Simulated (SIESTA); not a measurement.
Crystal: Hf.

```
Hf
1.0
    -1.80500    1.80500    1.80500
     1.80500   -1.80500    1.80500
     1.80500    1.80500   -1.80500
Hf
1
Direct
  0.00000 0.00000 0.00000
```

This isn't the form of Hf at room conditions, which is hcp.

- Program: SIESTA 5.4.2
- Task: relaxation of cell and atoms
- Functional: WC
- Potentials or basis: PseudoDojo 0.4 standard (PBEsol files)
- Basis: DZP (energy shift 0.003 Ry; two zetas on semicore shells)
- Grid cutoff: 800 Ry
- Energy shift: 0.003 Ry
- k mesh: 7 × 7 × 7
- Occupations: fermi-dirac, width 0.05 eV
- Spin: no spin polarisation

At the start: pressure -8.3 GPa; volume 23.52 Å³/atom.

How do energy, volume and symmetry change on relaxing?

Over 5 steps the energy falls by 46.6 meV/atom and the volume is 21.72 Å³/atom (-7.7 %); space group Im-3m (No. 229, to 0.05 Å).

Step by step:
| step | energy change (eV) | largest force (eV/Å) | pressure (GPa) | volume (Å³) |
| --- | --- | --- | --- | --- |
| 1 | 0.0000 | 0.0000 | -8.34 | 23.52 |
| 2 | -0.0035 | 0.0000 | -8.06 | 23.45 |
| 3 | -0.0463 | 0.0000 | 0.49 | 21.64 |
| 4 | -0.0467 | 0.0000 | -0.17 | 21.76 |
| 5 | -0.0466 | 0.0000 | 0.06 | 21.72 |

Final structure:
```cif
data_structure
_symmetry_space_group_name_H-M 'P 1'
_symmetry_Int_Tables_number 1
_cell_length_a 3.0442
_cell_length_b 3.0442
_cell_length_c 3.0442
_cell_angle_alpha 109.471
_cell_angle_beta 109.471
_cell_angle_gamma 109.471
_cell_volume 21.72
loop_
_atom_site_label
_atom_site_type_symbol
_atom_site_fract_x
_atom_site_fract_y
_atom_site_fract_z
_atom_site_occupancy
Hf1 Hf 0.00000 0.00000 0.00000 1
```

Caveat: short orbitals over semicore shells can move pressures by several GPa; the potentials were made for another functional, which shifts forces and pressure; the basis of atomic orbitals isn't converged, which shifts pressures, moduli and gaps.
